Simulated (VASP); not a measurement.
TiO2:

```xyz
9
Lattice="2.9683 0.0000 0.0000 0.0002 4.7076 0.0000 1.4836 0.2424 7.0835" Properties=species:S:1:pos:R:3 pbc="T T T"
Ti    0.0111    0.0020    0.0050
Ti    1.4933    2.3377    2.2452
Ti    2.9797    2.6161    4.8486
O     1.4969    0.9041    0.9105
O     2.9795    1.5111    3.2009
O     1.4967    1.6498    5.7110
O     2.9804    3.3042    1.3825
O     1.4963    3.4427    3.8925
O     2.9811    4.0496    6.1826
```

The cell comes from a database or a generator and needn't be the stable form of this composition.

Base run:

| Property | Result |
| --- | --- |
| Program | VASP 6.6.1 |
| Functional | revTPSS |
| Potentials or basis | VASP PAW PBE potentials, release 64 (Ti_sv, O) |
| Cutoff | 520 eV |
| k mesh | 7 × 5 × 3 |
| Occupations | fermi-dirac, width 0.05 eV |
| Spin | no spin polarisation |

Its results: band gap on the k mesh 2.41 eV, indirect (least direct gap 2.44 eV); pressure 4.0 GPa; largest force 0.358 eV/Å.

Question: The run is repeated on the same cell with these changes: functional from revTPSS to LAK. What comes out?

Answer: Band gap on the k mesh 2.83 eV, indirect (least direct gap 2.85 eV); pressure 5.2 GPa; largest force 0.204 eV/Å.

Caveats: the PAW data sets were made with another functional, which shifts forces and pressure a little.

A k mesh can miss the band edges.
